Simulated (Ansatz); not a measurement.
**AlCu3: a hydrostatic pressure series**

One table from this session's results is given with a row withheld; the runs are named, their logs left out.

Method: DFT PBEsol, scalar-relativistic, plane waves, PAW, in Ansatz 0.2.0.

1 further run of the same task is left out (set aside as unsound or not needed).

## The system as given

The structure is hexagonal, space group P6_3/mmc (No. 194). Conventional cell: a = 5.141 Å, b = 5.141 Å, c = 4.179 Å, α = 90.00°, β = 90.00°, γ = 120.00°. Al (site symmetry -6m2) has 12 Cu at 2.57 Å in its first shell of neighbours. Around Cu (site symmetry mm2) lie 8 Cu at 2.55 to 2.59 Å and 4 Al at 2.57 Å.

Structure file:

```
Al Cu
1.0
     5.14073    0.00000    0.00000
    -2.57036    4.45200    0.00000
     0.00000    0.00000    4.17875
Al Cu
2 6
Direct
  0.66667 0.33333 0.25000
  0.33333 0.66667 0.75000
  0.33062 0.16531 0.75000
  0.83469 0.16531 0.75000
  0.83469 0.66938 0.75000
  0.66938 0.83469 0.25000
  0.16531 0.83469 0.25000
  0.16531 0.33062 0.25000
```

It goes back to an entry of the Materials Project, which need not be the stable form.

This cell was relaxed beforehand with the same method: volume 11.95 Å³/atom, gap on the mesh none (metal).

The first run:

The input, input.yaml:

```yaml
crystal:
  lattice:
    - [5.1578862522, 0.0, 0.0]
    - [-2.5789431261, 4.4668605242, 0.0]
    - [0.0, 0.0, 4.1927014575]
  atoms:
    - { symbol: Al, position: [0.6666666667, 0.3333333333, 0.25] }
    - { symbol: Al, position: [0.3333333333, 0.6666666667, 0.75] }
    - { symbol: Cu, position: [0.3306224908, 0.1653112454, 0.75] }
    - { symbol: Cu, position: [0.8346887546, 0.1653112454, 0.75] }
    - { symbol: Cu, position: [0.8346887546, 0.6693775092, 0.75] }
    - { symbol: Cu, position: [0.6693775092, 0.8346887546, 0.25] }
    - { symbol: Cu, position: [0.1653112454, 0.8346887546, 0.25] }
    - { symbol: Cu, position: [0.1653112454, 0.3306224908, 0.25] }
basis:
  ecutwfc: 420
kpoints:
  mp_grid: { grid: [12, 12, 8] }
hamiltonian:
  xc: pbesol
scf:
  occupations: { method: gaussian, width: 0.1 }
output:
  forces: true
  stress: true
  eigenvalues: true
relax:
  adjacent_minimum: "off"
  f_tol: 0.008
  max_steps: 50
  cell: { stress_tol: 0.08, p_target: -1.0 }
```

Launch:

```console
ansatz run input.yaml --threads 2 --pin off --max-ram 5120MiB --backend cpu --events-out ev --progress --plain --runs-dir out
```

Among the steps run: Relaxing at -1 GPa; Target pressure 1 GPa; Relaxing at 4 GPa; Target pressure 12 GPa; 25 GPa.

One of the session's tables, all rows but one given; the rest of the session is left out.

Lengths are those of the vectors of the cell that was run:

| P (GPa) | V (Å³/atom) | a (Å) | b (Å) | c (Å) | ΔH (eV/atom) |
| --- | --- | --- | --- | --- | --- |
| -1 | 12.04 | 5.152 | 5.152 | 4.188 | -0.075 |
| 0 | 11.95 | 5.141 | 5.141 | 4.179 | 0.000 |
| 1 | 11.88 | 5.130 | 5.130 | 4.170 | 0.074 |
| 4 | ? | ? | ? | ? | ? |
| 12 | 11.18 | 5.027 | 5.027 | 4.087 | 0.865 |
| 25 | 10.57 | 4.934 | 4.934 | 4.012 | 1.746 |

Q: Estimate the row for P (GPa) = 4 from the others.

Worked estimate for «V (Å³/atom)». A straight line through the neighbours (1, 11.88) and (12, 11.18) gives 11.88 + (11.18 − 11.88) × (4 − 1) / (12 − 1) = 11.69; a parabola fitted to 4 rows on both sides gives 11.67.

As computed: V (Å³/atom): 11.66; a (Å): 5.098; b (Å): 5.098; c (Å): 4.144; ΔH (eV/atom): 0.295. In «V (Å³/atom)» the line misses by +0.03 and the parabola by +0.01.

ΔH is E + PV over the energy at zero pressure; a, b and c are the vectors of the computed cell. 
